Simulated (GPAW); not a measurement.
# BaTiO3 (P4mm) in GPAW: settings compared, part 2 of 3

GPAW 26.7.0. The steps go on from the part before.

**3. Dielectric tensor, PBE**

This run uses another cell than the first one, of 12.47 Å³/atom, 0.970 times its volume.

Input file run.py:

```python
import numpy as np
from ase.dft.bandgap import bandgap
from ase.io import read, write
from gpaw import GPAW, PW
from gpaw.response.df import DielectricFunction

atoms = read('BaTiO3.xyz')

calc = GPAW(mode=PW(650),
            xc='PBE',
            kpts={'size': (5, 5, 5), 'gamma': True},
            occupations={'name': 'fermi-dirac', 'width': 0.001},
            nbands=36,
            convergence={'density': 1e-06},
            maxiter=150,
            txt='gpaw.txt')
atoms.calc = calc
energy = atoms.get_potential_energy()
calc.write('gs.gpw')
write('result.traj', atoms)
print(f'Energy: {energy:.6f} eV')
print('Fermi level:', round(calc.get_fermi_level(), 4), 'eV')
print(f'Gap: {bandgap(calc)[0]:.4f} eV, direct: {bandgap(calc, direct=True)[0]:.4f} eV')

for size in [(5, 5, 5)]:
    name = 'x'.join(str(n) for n in size)
    dense = calc.fixed_density(kpts={'size': size, 'gamma': True},
                               nbands=66, convergence={'bands': 60, 'eigenstates': 1e-7},
                               update_fermi_level=True, txt=f'dense-{name}.txt')
    dense.write(f'{name}.gpw', mode='all')
    df = DielectricFunction(f'{name}.gpw', frequencies=np.array([0.0]), hilbert=False, eta=0.001,
                            ecut=80, nbands=60, intraband=False, txt=f'df-{name}.txt')
    for xc in ['RPA']:
        for direction in ['x', 'y', 'z', [0, 1, 1], [1, 0, 1], [1, 1, 0]]:
            e0, e = df.get_macroscopic_dielectric_constant(xc=xc, direction=direction)
            print(f'{name} {xc} {direction}: {e0:.4f} without, {e:.4f} with local fields')
```

Input file BaTiO3.xyz:

```xyz
5
Lattice="3.9998000000 0.0000000000 0.0000000000 0.0000000000 3.9998000000 0.0000000000 0.0000000000 0.0000000000 3.8974600000" Properties=species:S:1:pos:R:3 pbc="T T T"
Ba     0.0000000000      0.0000000000      0.0000000000
Ti     1.9999000000      1.9999000000      1.9097554000
O      0.0000000000      1.9999000000      2.0149868200
O      1.9999000000      0.0000000000      2.0149868200
O      1.9999000000      1.9999000000      0.0740517400
```

Potentials or basis: GPAW PAW data sets (gpaw-data 1.2.1), pw.

Launch:

```console
$ OMP_NUM_THREADS=1 python run.py
```

gpaw.txt:

```text
__  _  _
 | _ |_)|_||  |
 |__||  | ||/\| - 26.7.0

Input parameters:
  mode=PW(ecut=650.0),
  convergence={'density': 1e-06},
  kpts=MonkhorstPack(size=(5, 5, 5), gamma=True),
  maxiter=150,
  nbands=36,
  occupations=Occupations(name='fermi-dirac', width=0.001),
  xc=XC(name='PBE')

Diagonalizing LCAO Hamiltonian
Converting LCAO to pw mode
   .---------.
  /|         |
 * |         |
 |O|         |
 | |  OTi    |
 | .---------.
 |/    O    /
 Ba--------*

Atoms  # Å, Bohr magnetons
|   | symbol |        x |        y |        z |    initial magnetic moments |
|---|--------|----------|----------|----------|-----------------------------|
| 0 |     Ba | 0.000000 | 0.000000 | 0.000000 | ( 0.0000,  0.0000,  0.0000) |
| 1 |     Ti | 1.999900 | 1.999900 | 1.909755 | ( 0.0000,  0.0000,  0.0000) |
| 2 |      O | 0.000000 | 1.999900 | 2.014987 | ( 0.0000,  0.0000,  0.0000) |
| 3 |      O | 1.999900 | 0.000000 | 2.014987 | ( 0.0000,  0.0000,  0.0000) |
| 4 |      O | 1.999900 | 1.999900 | 0.074052 | ( 0.0000,  0.0000,  0.0000) |

Unit cell  # Å
| periodic |        x |        y |        z |  lengths |    angles |
|----------|----------|----------|----------|----------|-----------|
|      yes | 3.999800 | 0.000000 | 0.000000 | 3.999800 | 90.000000 |
|      yes | 0.000000 | 3.999800 | 0.000000 | 3.999800 | 90.000000 |
|      yes | 0.000000 | 0.000000 | 3.897460 | 3.897460 | 90.000000 |

Number of symmetries: 8
Symmetry operations  # r_c * U_cc + t_c -> r_c
|   | kind |            matrix            |
|---|------|------------------------------|
| 0 |  E   |  1, 0, 0,  0, 1, 0,  0, 0, 1 |
| 1 |  σ   |  1, 0, 0,  0,-1, 0,  0, 0, 1 |
| 2 |  σ   |  0, 1, 0,  1, 0, 0,  0, 0, 1 |
| 3 |  C4  |  0, 1, 0, -1, 0, 0,  0, 0, 1 |
| 4 |  C4  |  0,-1, 0,  1, 0, 0,  0, 0, 1 |
| 5 |  σ   |  0,-1, 0, -1, 0, 0,  0, 0, 1 |
| 6 |  σ   | -1, 0, 0,  0, 1, 0,  0, 0, 1 |
| 7 |  C2  | -1, 0, 0,  0,-1, 0,  0, 0, 1 |

BZ-sampling:
  Number of BZ points: 125
  Number of IBZ points: 18

  Monkhorst-Pack size: [5, 5, 5]
  Monkhorst-Pack shift: [0, 0, 0]

K-points  # in reciprocal-cell coordinates
|     |                                coordinates |     weight |
|-----|--------------------------------------------|------------|
|   0 | (  0.00000000,   0.00000000,   0.00000000) | 0.00800000 |
|   1 | (  0.00000000,   0.00000000,   0.20000000) | 0.01600000 |
|   2 | (  0.00000000,   0.00000000,   0.40000000) | 0.01600000 |
[... 79 lines left out ...]
    |   3d |  2.000 |      -4.258 |    1.058 |
    |    d |        |      22.953 |    1.058 |

    Using partial waves for Ti as LCAO basis

  O:
    name:    Oxygen
    Z:       8.0
    valence: 6
    core:    2
    charge:  0.0  # [|e|]
    compensation charges:
      type: gauss
      rc: 0.21  # [Å]
      lmax: 2
    cutoffs:
      filter: 1.17  # [Å]
      core: 0.83  # [Å]
    projectors
    | kind |    occ | energy [eV] | rcut [Å] |
    |------|--------|-------------|----------|
    |   2s |  2.000 |     -23.961 |    0.688 |
    |   2p |  4.000 |      -9.029 |    0.598 |
    |    s |        |       3.251 |    0.688 |
    |    p |        |      18.182 |    0.598 |
    |    d |        |       0.000 |    0.619 |

    Using partial waves for O as LCAO basis

Reference energy: -250624.413696  # eV

eigensolver:
  PPCG
  Converge bands: occupied
  niter=2

density mixing:
  MSR1-Mixer
  Pratt-step length: 0.05
  Maximum mixing coefficient: 0.75
  Old densities: 10
  SVD Regularization: 0.005
  Good broyden scale: 1.0
  Trust region scale: 1.0
  Backstep threshold: 4.0
  History deletion threshold: 6.0
  Fourier metric: weight=20.0, sigma=0.015

occupation numbers:
  Fermi-Dirac:
    width: 0.0010  # eV

poisson solver:
  ecut: 5200.0  # eV

xc functional:
  name: PBE with 2 nearest neighbor stencil

convergence criteria:
- Maximum integral of absolute [dens]ity change: 1e-06 electrons / valence electron
- Maximum [total energy] change in last 3 cyles: 0.0005 eV / valence electron
- Maximum integral of absolute [eigenst]ate change: 4e-08 eV^2 / valence electron
maximum number of iterations: 150

SCF iterations
|iter     | |      energy | eigst |  dens |
|---------|-|-------------|-------|-------|
|iter:   1| |  -44.568968 | +0.14 |       |
|iter:   2| |  -42.875399 | -1.56 | -0.87 |
|iter:   3| |  -39.489093 | -0.94 | -0.94 |
|iter:   4| |  -39.302677 | -2.16 | -1.46 |
|iter:   5| |  -39.274120 | -2.88 | -1.64 |
|iter:   6| |  -39.280569 | -3.42 | -1.97 |
|iter:   7| |  -39.280247c| -4.47 | -2.65 |
|iter:   8| |  -39.280331c| -5.22 | -2.97 |
|iter:   9| |  -39.280339c| -6.30 | -3.52 |
|iter:  10| |  -39.280340c| -7.53c| -4.03 |
|iter:  11| |  -39.280340c| -8.03c| -4.97 |
|iter:  12| |  -39.280340c| -8.60c| -5.49 |
|iter:  13| |  -39.280340c| -9.57c| -6.12c|

Converged in 13 steps
Energy contributions relative to reference atoms: (reference = -250624.413696)

Energy contributions:
  Kinetic:          52.414046
  Coulomb:         -53.039119
  Zero:              0.679221
  External:          0.000000
  Xc:              -39.334489
  Entropy:          -0.000000
  Spinorbit:         0.000000
  ----------------------------
  Free energy:     -39.280340
  Extrapolated:    -39.280340

dipole moment: (-35.425414, -35.425414, -32.925814)  # |e|*Ang

Fermi level: 8.916
Eigenvalues  # (at kpt = [0.000, 0.000, 0.000])
| band index |      eig [eV] | occ [0-2] |
|------------|---------------|-----------|
|          0 |       -48.366 |     2.000 |
|        ... |               |           |
|         12 |         5.703 |     2.000 |
|         13 |         5.771 |     2.000 |
|         14 |         6.707 |     2.000 |
|         15 |         6.707 |     2.000 |
|         16 |         6.915 |     2.000 |
|         17 |         7.776 |     2.000 |
[... 8 lines left out ...]
|         26 |        13.252 |     0.000 |
|         27 |        15.726 |     0.000 |
|        ... |               |           |
|         35 |        27.465 |     0.000 |

Gap: 2.007 eV
Transition (v -> c):
  (s=0, k=17, n=19, [0.40, 0.40, 0.40]) -> (s=0, k=0, n=20, [0.00, 0.00, 0.00])
Direct/indirect transitions are different
Direct gap: 2.070 eV
Transition at: (s=0, k=0, n=19, [0.00, 0.00, 0.00])
# Writing to gs.gpw (mode='')
```

stdout:

```text
Energy: -39.280340 eV
Fermi level: 8.9164 eV
Gap: 2.0074 eV, direct: 2.0695 eV
5x5x5 RPA x: 6.1682 without, 5.8843 with local fields
5x5x5 RPA y: 6.1682 without, 5.8843 with local fields
5x5x5 RPA z: 6.1212 without, 5.6672 with local fields
5x5x5 RPA [0, 1, 1]: 6.1447 without, 5.7758 with local fields
5x5x5 RPA [1, 0, 1]: 6.1447 without, 5.7758 with local fields
5x5x5 RPA [1, 1, 0]: 6.1682 without, 5.8843 with local fields
```

df-5x5x5.txt:

```text
FrequencyGridDescriptor(from 0.000 to 0.000 eV, 1 points)
FrequencyGridDescriptor(from 0.000 to 0.000 eV, 1 points)

Calculating chi0 body with:
    Ground state adapter containing:
    Number of spins: 1
    Number of kpoints: 125
    Number of irreducible kpoints: 18
    Number of completely occupied states: 20
    Number of partially occupied states: 20

    Linear response parametrization:
    q_c: [0.0, 0.0, 0.0]
    Number of frequency points: 1
    Planewave cutoff: 80.0
    Number of bands: 60
    Number of planewaves: 93
    Broadening (eta): 0.001

Integrating chi0 body.

Symmetries of q_c:
    Direct symmetries (Uq -> q): 8
    Indirect symmetries (TUq -> q): 8
In total 16 allowed symmetries.

Integral kind: response function

Calculating chi0 optical extensions with:
    Ground state adapter containing:
    Number of spins: 1
    Number of kpoints: 125
    Number of irreducible kpoints: 18
    Number of completely occupied states: 20
    Number of partially occupied states: 20

    Linear response parametrization:
    Number of frequency points: 1
    Planewave cutoff: 80.0
    Number of bands: 60
    Number of planewaves: 93
    Broadening (eta): 0.001
Integrating chi0 head and wings.

Symmetries of q_c:
    Direct symmetries (Uq -> q): 8
    Indirect symmetries (TUq -> q): 8
In total 16 allowed symmetries.

Integral kind: response function wings

Finished calculating chi0
```

Wall time 3.2 min (1 thread of Intel Xeon at 2.50GHz (Skylake/Cascade Lake), shared host); peak memory 0.46 GiB.

What came out:

| Quantity | Value |
| --- | --- |
| Free energy | -39.2803 eV |
| Band gap on the k mesh | 2.01 eV, indirect (least direct gap 2.07 eV) |
| Electronic dielectric tensor (diagonal) | 5.88, 5.88, 5.67 |

Electronic dielectric tensor:
```
5.88 0.00 0.00
0.00 5.88 0.00
0.00 0.00 5.67
```

Caveat: the long-wavelength limit can be off by several per cent where d states take part; spin-orbit coupling is left out, which moves the levels of the heavy elements; an odd mesh through Γ misses points on the zone boundary, where band edges often lie.

**4. Dielectric tensor, PBE**

This run uses another cell than the first one, of 12.66 Å³/atom, 0.985 times its volume.

run.py is that of step 3.

Input file BaTiO3.xyz:

```xyz
5
Lattice="3.9998000000 0.0000000000 0.0000000000 0.0000000000 3.9998000000 0.0000000000 0.0000000000 0.0000000000 3.9577300000" Properties=species:S:1:pos:R:3 pbc="T T T"
Ba     0.0000000000      0.0000000000      0.0000000000
Ti     1.9999000000      1.9999000000      1.9392877000
O      0.0000000000      1.9999000000      2.0461464100
O      1.9999000000      0.0000000000      2.0461464100
O      1.9999000000      1.9999000000      0.0751968700
```

Potentials or basis: GPAW PAW data sets (gpaw-data 1.2.1), pw.

Launch:

```console
$ OMP_NUM_THREADS=1 python run.py
```

gpaw.txt:

```text
__  _  _
 | _ |_)|_||  |
 |__||  | ||/\| - 26.7.0

Input parameters:
  mode=PW(ecut=650.0),
  convergence={'density': 1e-06},
  kpts=MonkhorstPack(size=(5, 5, 5), gamma=True),
  maxiter=150,
  nbands=36,
  occupations=Occupations(name='fermi-dirac', width=0.001),
  xc=XC(name='PBE')

Diagonalizing LCAO Hamiltonian
Converting LCAO to pw mode
   .---------.
  /|         |
 * |         |
 |O|         |
 | |  OTi    |
 | .---------.
 |/    O    /
 Ba--------*

Atoms  # Å, Bohr magnetons
|   | symbol |        x |        y |        z |    initial magnetic moments |
[... 186 lines left out ...]
|iter:   1| |  -44.647322 | +0.15 |       |
|iter:   2| |  -42.948475 | -1.54 | -0.87 |
|iter:   3| |  -39.569493 | -0.94 | -0.94 |
|iter:   4| |  -39.380257 | -2.18 | -1.46 |
|iter:   5| |  -39.350487 | -2.86 | -1.63 |
|iter:   6| |  -39.356508 | -3.50 | -1.97 |
|iter:   7| |  -39.356634c| -4.51 | -2.73 |
|iter:   8| |  -39.356614c| -5.23 | -3.01 |
|iter:   9| |  -39.356620c| -6.36 | -3.52 |
|iter:  10| |  -39.356622c| -7.50c| -4.01 |
|iter:  11| |  -39.356622c| -8.14c| -5.04 |
|iter:  12| |  -39.356622c| -8.62c| -5.45 |
|iter:  13| |  -39.356622c| -9.64c| -6.15c|

Converged in 13 steps
Energy contributions relative to reference atoms: (reference = -250624.413696)

Energy contributions:
  Kinetic:          48.248579
  Coulomb:         -49.747757
  Zero:              0.686429
  External:          0.000000
  Xc:              -38.543873
  Entropy:          -0.000000
  Spinorbit:         0.000000
  ----------------------------
  Free energy:     -39.356622
  Extrapolated:    -39.356622

dipole moment: (-35.425465, -35.425465, -33.409619)  # |e|*Ang

Fermi level: 8.715
Eigenvalues  # (at kpt = [0.000, 0.000, 0.000])
| band index |      eig [eV] | occ [0-2] |
|------------|---------------|-----------|
|          0 |       -48.620 |     2.000 |
|        ... |               |           |
|         12 |         5.530 |     2.000 |
|         13 |         5.551 |     2.000 |
|         14 |         6.569 |     2.000 |
|         15 |         6.569 |     2.000 |
|         16 |         6.722 |     2.000 |
|         17 |         7.582 |     2.000 |
[... 8 lines left out ...]
|         26 |        12.968 |     0.000 |
|         27 |        15.361 |     0.000 |
|        ... |               |           |
|         35 |        27.374 |     0.000 |

Gap: 1.992 eV
Transition (v -> c):
  (s=0, k=17, n=19, [0.40, 0.40, 0.40]) -> (s=0, k=0, n=20, [0.00, 0.00, 0.00])
Direct/indirect transitions are different
Direct gap: 2.089 eV
Transition at: (s=0, k=0, n=19, [0.00, 0.00, 0.00])
# Writing to gs.gpw (mode='')
```

Run time: 3.4 min. Hardware: 1 thread of Intel Xeon at 2.50GHz (Skylake/Cascade Lake), shared host; peak memory 0.46 GiB.

Results:

| Property | Result |
| --- | --- |
| Free energy | -39.3566 eV |
| Band gap on the k mesh | 1.99 eV, indirect (least direct gap 2.09 eV) |
| Electronic dielectric tensor (diagonal) | 5.93, 5.93, 5.66 |

Electronic dielectric tensor:
```
5.93 0.00 0.00
0.00 5.93 0.00
0.00 0.00 5.66
```

Caveat: the long-wavelength limit can be off by several per cent where d states take part; spin-orbit coupling is left out, which moves the levels of the heavy elements; an odd mesh through Γ misses points on the zone boundary, where band edges often lie.

(Continued in part 3 of 3.)
